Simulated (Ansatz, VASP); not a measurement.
**Two plane-wave programs on NaH**

```
CELL_PARAMETERS angstrom
3.95331 0.00000 0.00000
-1.97665 3.42366 0.00000
0.00000 0.00000 4.82832
ATOMIC_POSITIONS crystal
Na 0.33333 0.66667 0.25000
Na 0.66667 0.33333 0.75000
H 0.66667 0.33333 0.25000
H 0.33333 0.66667 0.75000
```

Alike in both runs: task single point; functional r2SCAN; k mesh 6 × 6 × 6; no spin polarisation.

```csv
,VASP,Ansatz
version,VASP 6.6.1,Ansatz 0.2.0
potentials or method,"VASP PAW PBE potentials, release 64 (Na_pv, H)","plane waves, PAW"
plane-wave cutoff (eV),520,500
occupations,"gaussian, width 0.01 eV",fixed
valence electrons in the cell,16,20
```

|  | VASP | Ansatz | Ansatz less VASP |
| --- | --- | --- | --- |
| gap on the k mesh at the Fermi level (eV) | 3.68 | 3.67 | -0.010 |

The two sets of potentials don't hold the same shells in valence.

 A k mesh can miss the band edges. r2SCAN opens gaps a little over a GGA but as a rule still falls short of measured ones.
